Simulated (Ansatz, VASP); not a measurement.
**As: VASP beside Ansatz**

```
As
1.0
     1.82594   -5.69340    0.00000
     1.82594    5.69340    0.00000
     0.00000    0.00000    4.73987
As
4
Direct
  0.10456 0.89544 0.07354
  0.89544 0.10456 0.92857
  0.39544 0.60456 0.57354
  0.60456 0.39544 0.42646
```

This isn't the form of As at room conditions, which is rhombohedral.

Alike in both runs: task single point; functional PBEsol; k mesh 11 × 11 × 8; occupations gaussian, width 0.15 eV; no spin polarisation.

|  | VASP | Ansatz |
| --- | --- | --- |
| version | VASP 6.6.1 | Ansatz 0.2.0 |
| potentials or method | VASP PAW PBE potentials, release 64 (As), cutoff 520 eV | all-electron LAPW, scalar-relativistic |

VASP gave:

```
gap on the k mesh at the Fermi level (eV) : 0.03
least direct gap on the mesh (eV)         : 0.06
rms of the force components (eV/Å)        : 0.129
```

Q: Which values does Ansatz return?

A: gap on the k mesh at the Fermi level (eV): 0.05; least direct gap on the mesh (eV): 0.07; rms of the force components (eV/Å): 0.085.

Atom by atom the forces differ by 0.046 eV/Å (rms over components). Ansatz ran all-electron here, so the differences hold the error of VASP's frozen core and of both bases.

Caveats: the PAW data sets were made with another functional, which shifts forces and pressure a little (VASP); an odd mesh through Γ misses points on the zone boundary, where band edges often lie.
